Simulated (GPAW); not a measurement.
# SnTe (F-43m) in GPAW: notebook

One crystal, SnTe, is run at these levels: PBEsol; tasks: relaxation of cell and atoms.

Program: GPAW 26.7.0. These are calculated values, not measurements. Logs are shortened: lines on timing, memory, paths and dates and some standing lists are left out, and cuts for length are marked. The log counts tension as positive stress, the text compression.

**1. The structure**

It takes space group F-43m (No. 216, cubic). The conventional cell has a = 7.222 Å, b = 7.222 Å, c = 7.222 Å, α = 90.00°, β = 90.00°, γ = 90.00°. Te (site symmetry -43m) is surrounded by 4 Sn at 3.13 Å. Sn (site symmetry -43m) has 4 Te at 3.13 Å as nearest neighbours.

Measurements of this composition are mostly on another form, of space group No. 225.

**2. Relaxation of cell and atoms, PBEsol**

The input, run.py:

```python
from ase import Atoms
from ase.filters import FrechetCellFilter
from ase.io import write
from ase.optimize import BFGS
from gpaw import GPAW, PW, setup_paths

setup_paths.insert(0, '.')

atoms = Atoms(['Te', 'Sn'],
              cell=[[0.0, 3.611146, 3.611146],
                    [3.611146, 0.0, 3.611146],
                    [3.611146, 3.611146, 0.0]],
              scaled_positions=[[0.25, 0.25, 0.25],
                                [0.0, 0.0, 0.0]],
              pbc=True)

calc = GPAW(mode=PW(600),
            xc='PBEsol',
            kpts={'size': (7, 7, 7), 'gamma': True},
            occupations={'name': 'fermi-dirac', 'width': 0.05},
            nbands=19,
            convergence={'density': 1e-05, 'forces': 0.0001},
            maxiter=150,
            txt='gpaw.txt')
atoms.calc = calc
opt = BFGS(FrechetCellFilter(atoms), trajectory='relax.traj', logfile='-')
done = opt.run(fmax=0.02, steps=60)
calc.write('gs.gpw')
write('result.traj', atoms)
print('Converged:', done)
print('Cell:', atoms.cell.cellpar().round(4))
print('Volume:', round(atoms.get_volume(), 4))
print(atoms.get_scaled_positions().round(5))
```

Potentials or basis: PAW data sets generated in the run's folder for this functional, pw.

Run with:

```bash
$ gpaw-setup -f PBEsol Sn Te
$ OMP_NUM_THREADS=1 python run.py
```

gpaw.txt:

```text
__  _  _
 | _ |_)|_||  |
 |__||  | ||/\| - 26.7.0

Input parameters:
  mode=PW(ecut=600.0),
  convergence={'density': 1e-05, 'forces': 0.0001},
  kpts=MonkhorstPack(size=(7, 7, 7), gamma=True),
  maxiter=150,
  nbands=19,
  occupations=Occupations(name='fermi-dirac', width=0.05),
  xc=XC(name='PBEsol')

Diagonalizing LCAO Hamiltonian
Converting LCAO to pw mode

             Te

       Sn

Atoms  # Å, Bohr magnetons
|   | symbol |        x |        y |        z |    initial magnetic moments |
|---|--------|----------|----------|----------|-----------------------------|
| 0 |     Te | 1.805573 | 1.805573 | 1.805573 | ( 0.0000,  0.0000,  0.0000) |
| 1 |     Sn | 0.000000 | 0.000000 | 0.000000 | ( 0.0000,  0.0000,  0.0000) |

Unit cell  # Å
| periodic |        x |        y |        z |  lengths |    angles |
|----------|----------|----------|----------|----------|-----------|
|      yes | 0.000000 | 3.611146 | 3.611146 | 5.106932 | 60.000000 |
|      yes | 3.611146 | 0.000000 | 3.611146 | 5.106932 | 60.000000 |
|      yes | 3.611146 | 3.611146 | 0.000000 | 5.106932 | 60.000000 |

Number of symmetries: 24
Symmetry operations  # r_c * U_cc + t_c -> r_c
|    | kind |            matrix            |
|----|------|------------------------------|
|  0 |  E   |  1, 0, 0,  0, 1, 0,  0, 0, 1 |
|  1 |  σ   |  1, 0, 0,  0, 0, 1,  0, 1, 0 |
|  2 |  σ   |  1, 0,-1,  0, 1,-1,  0, 0,-1 |
|  3 |  C3  |  1, 0,-1,  0, 0,-1,  0, 1,-1 |
|  4 |  C3  |  1,-1, 0,  0,-1, 1,  0,-1, 0 |
|  5 |  σ   |  1,-1, 0,  0,-1, 0,  0,-1, 1 |
|  6 |  σ   |  0, 1, 0,  1, 0, 0,  0, 0, 1 |
|  7 |  C3  |  0, 1, 0,  0, 0, 1,  1, 0, 0 |
|  8 |  C2  |  0, 1,-1,  1, 0,-1,  0, 0,-1 |
|  9 |  S4  |  0, 1,-1,  0, 0,-1,  1, 0,-1 |
| 10 |  C3  |  0, 0, 1,  1, 0, 0,  0, 1, 0 |
| 11 |  σ   |  0, 0, 1,  0, 1, 0,  1, 0, 0 |
| 12 |  S4  |  0, 0,-1,  1, 0,-1,  0, 1,-1 |
| 13 |  C3  |  0, 0,-1,  0, 1,-1,  1, 0,-1 |
[... 199 lines left out ...]
Gap: 0.284 eV
Transition (v -> c):
  (s=0, k=9, n=9, [0.43, 0.29, -0.29]) -> (s=0, k=16, n=10, [0.43, 0.43, 0.00])
Direct/indirect transitions are different
Direct gap: 0.785 eV
Transition at: (s=0, k=16, n=9, [0.43, 0.43, 0.00])

Stress tensor  # eV/Ang^3
|         x |        y |         z |
|-----------|----------|-----------|
|  0.009379 | 0.000000 | -0.000000 |
|  0.000000 | 0.009379 |  0.000000 |
| -0.000000 | 0.000000 |  0.009379 |

Forces  # eV/Ang
|       x |        y |       z |
|---------|----------|---------|
| 0.00000 | -0.00000 | 0.00000 |  # Te   0
| 0.00000 | -0.00000 | 0.00000 |  # Sn   1

Interpolating wave functions to new cell

             Te

       Sn

Atoms  # Å, Bohr magnetons
|   | symbol |        x |         y |        z |    initial magnetic moments |
|---|--------|----------|-----------|----------|-----------------------------|
| 0 |     Te | 1.799886 |  1.799886 | 1.799886 | ( 0.0000,  0.0000,  0.0000) |
| 1 |     Sn | 0.000000 | -0.000000 | 0.000000 | ( 0.0000,  0.0000,  0.0000) |

Unit cell  # Å
| periodic |         x |         y |        z |  lengths |    angles |
|----------|-----------|-----------|----------|----------|-----------|
|      yes | -0.000000 |  3.599772 | 3.599772 | 5.090846 | 60.000000 |
|      yes |  3.599772 | -0.000000 | 3.599772 | 5.090846 | 60.000000 |
|      yes |  3.599772 |  3.599772 | 0.000000 | 5.090846 | 60.000000 |

Number of symmetries: 24
Symmetry operations  # r_c * U_cc + t_c -> r_c
|    | kind |            matrix            |
|----|------|------------------------------|
|  0 |  E   |  1, 0, 0,  0, 1, 0,  0, 0, 1 |
|  1 |  σ   |  1, 0, 0,  0, 0, 1,  0, 1, 0 |
|  2 |  σ   |  1, 0,-1,  0, 1,-1,  0, 0,-1 |
|  3 |  C3  |  1, 0,-1,  0, 0,-1,  0, 1,-1 |
|  4 |  C3  |  1,-1, 0,  0,-1, 1,  0,-1, 0 |
|  5 |  σ   |  1,-1, 0,  0,-1, 0,  0,-1, 1 |
|  6 |  σ   |  0, 1, 0,  1, 0, 0,  0, 0, 1 |
|  7 |  C3  |  0, 1, 0,  0, 0, 1,  1, 0, 0 |
|  8 |  C2  |  0, 1,-1,  1, 0,-1,  0, 0,-1 |
|  9 |  S4  |  0, 1,-1,  0, 0,-1,  1, 0,-1 |
| 10 |  C3  |  0, 0, 1,  1, 0, 0,  0, 1, 0 |
| 11 |  σ   |  0, 0, 1,  0, 1, 0,  1, 0, 0 |
| 12 |  S4  |  0, 0,-1,  1, 0,-1,  0, 1,-1 |
| 13 |  C3  |  0, 0,-1,  0, 1,-1,  1, 0,-1 |
[... 198 lines left out ...]
Gap: 0.262 eV
Transition (v -> c):
  (s=0, k=9, n=9, [0.43, 0.29, -0.29]) -> (s=0, k=16, n=10, [0.43, 0.43, 0.00])
Direct/indirect transitions are different
Direct gap: 0.775 eV
Transition at: (s=0, k=16, n=9, [0.43, 0.43, 0.00])

Stress tensor  # eV/Ang^3
|        x |        y |        z |
|----------|----------|----------|
| 0.008115 | 0.000000 | 0.000000 |
| 0.000000 | 0.008115 | 0.000000 |
| 0.000000 | 0.000000 | 0.008115 |

Forces  # eV/Ang
|       x |        y |       z |
|---------|----------|---------|
| 0.00000 |  0.00000 | 0.00000 |  # Te   0
| 0.00000 | -0.00000 | 0.00000 |  # Sn   1

Interpolating wave functions to new cell

             Te

       Sn

Atoms  # Å, Bohr magnetons
|   | symbol |        x |         y |        z |    initial magnetic moments |
|---|--------|----------|-----------|----------|-----------------------------|
| 0 |     Te | 1.766159 |  1.766159 | 1.766159 | ( 0.0000,  0.0000,  0.0000) |
| 1 |     Sn | 0.000000 | -0.000000 | 0.000000 | ( 0.0000,  0.0000,  0.0000) |

Unit cell  # Å
| periodic |         x |        y |         z |  lengths |    angles |
|----------|-----------|----------|-----------|----------|-----------|
|      yes | -0.000000 | 3.532318 |  3.532318 | 4.995452 | 60.000000 |
|      yes |  3.532318 | 0.000000 |  3.532318 | 4.995452 | 60.000000 |
|      yes |  3.532318 | 3.532318 | -0.000000 | 4.995452 | 60.000000 |

Number of symmetries: 24
Symmetry operations  # r_c * U_cc + t_c -> r_c
|    | kind |            matrix            |
|----|------|------------------------------|
|  0 |  E   |  1, 0, 0,  0, 1, 0,  0, 0, 1 |
|  1 |  σ   |  1, 0, 0,  0, 0, 1,  0, 1, 0 |
|  2 |  σ   |  1, 0,-1,  0, 1,-1,  0, 0,-1 |
|  3 |  C3  |  1, 0,-1,  0, 0,-1,  0, 1,-1 |
|  4 |  C3  |  1,-1, 0,  0,-1, 1,  0,-1, 0 |
|  5 |  σ   |  1,-1, 0,  0,-1, 0,  0,-1, 1 |
|  6 |  σ   |  0, 1, 0,  1, 0, 0,  0, 0, 1 |
|  7 |  C3  |  0, 1, 0,  0, 0, 1,  1, 0, 0 |
|  8 |  C2  |  0, 1,-1,  1, 0,-1,  0, 0,-1 |
|  9 |  S4  |  0, 1,-1,  0, 0,-1,  1, 0,-1 |
| 10 |  C3  |  0, 0, 1,  1, 0, 0,  0, 1, 0 |
| 11 |  σ   |  0, 0, 1,  0, 1, 0,  1, 0, 0 |
| 12 |  S4  |  0, 0,-1,  1, 0,-1,  0, 1,-1 |
| 13 |  C3  |  0, 0,-1,  0, 1,-1,  1, 0,-1 |
[... 200 lines left out ...]
Gap: 0.121 eV
Transition (v -> c):
  (s=0, k=9, n=9, [0.43, 0.29, -0.29]) -> (s=0, k=16, n=10, [0.43, 0.43, 0.00])
Direct/indirect transitions are different
Direct gap: 0.712 eV
Transition at: (s=0, k=16, n=9, [0.43, 0.43, 0.00])

Stress tensor  # eV/Ang^3
|         x |         y |         z |
|-----------|-----------|-----------|
| -0.000429 |  0.000000 | -0.000000 |
|  0.000000 | -0.000429 |  0.000000 |
| -0.000000 |  0.000000 | -0.000429 |

Forces  # eV/Ang
|       x |       y |        z |
|---------|---------|----------|
| 0.00000 | 0.00000 | -0.00000 |  # Te   0
| 0.00000 | 0.00000 | -0.00000 |  # Sn   1

# Writing to gs.gpw (mode='')
```

stdout:

```text
Step          Energy          fmax
BFGS:    0       -7.856869        0.441654
BFGS:    1       -7.864576        0.378527
BFGS:    2       -7.884940        0.018917
Converged: True
Cell: [ 4.9955  4.9955  4.9955 60.     60.     60.    ]
Volume: 88.1474
[[0.25 0.25 0.25]
 [0.   0.   0.  ]]
```

Wall time 62 s (1 thread of Arm Neoverse V2, shared host); peak memory 0.23 GiB.

Results:

| Item | Value |
| --- | --- |
| Free energy | -7.8849 eV |
| Relaxed volume | 44.07 Å³/atom |
| Relaxed cell | a = 4.995 Å, b = 4.995 Å, c = 4.995 Å, α = 60.00°, β = 60.00°, γ = 60.00° |
| Space group after relaxing (to 0.05 Å) | F-43m (No. 216) |
| Energy gained by relaxing | 13.4 meV/atom |
| Ionic steps | 3 |
| Pressure after relaxing | 0.1 GPa |
| Band gap on the k mesh | 0.12 eV, indirect (least direct gap 0.71 eV) |

Step by step:
```csv
step,energy change (eV),largest force (eV/Å),pressure (GPa),volume (Å³)
1,0.0000,0.0000,-1.50,94.18
2,-0.0076,0.0000,-1.30,93.29
3,-0.0269,0.0000,0.07,88.15
```

Final structure:
```cif
data_structure
_symmetry_space_group_name_H-M 'P 1'
_symmetry_Int_Tables_number 1
_cell_length_a 4.9955
_cell_length_b 4.9955
_cell_length_c 4.9955
_cell_angle_alpha 60.000
_cell_angle_beta 60.000
_cell_angle_gamma 60.000
_cell_volume 88.15
loop_
_atom_site_label
_atom_site_type_symbol
_atom_site_fract_x
_atom_site_fract_y
_atom_site_fract_z
_atom_site_occupancy
Te1 Te 0.25000 0.25000 0.25000 1
Sn1 Sn 0.00000 0.00000 0.00000 1
```

Levels at points of the mesh, in eV from the valence-band top:
```
           k point  band 8  band 9  band 10  band 11  band 12  band 13
(0.00, 0.00, 0.00)   -1.95   -1.95    -1.95     1.08     1.08     1.08
```

Caveat: later steps reuse the first step's grids; spin-orbit coupling is left out, which moves the levels of the heavy elements; an odd mesh through Γ misses points on the zone boundary, where band edges often lie.

(Part 1 of 3 ends here.)
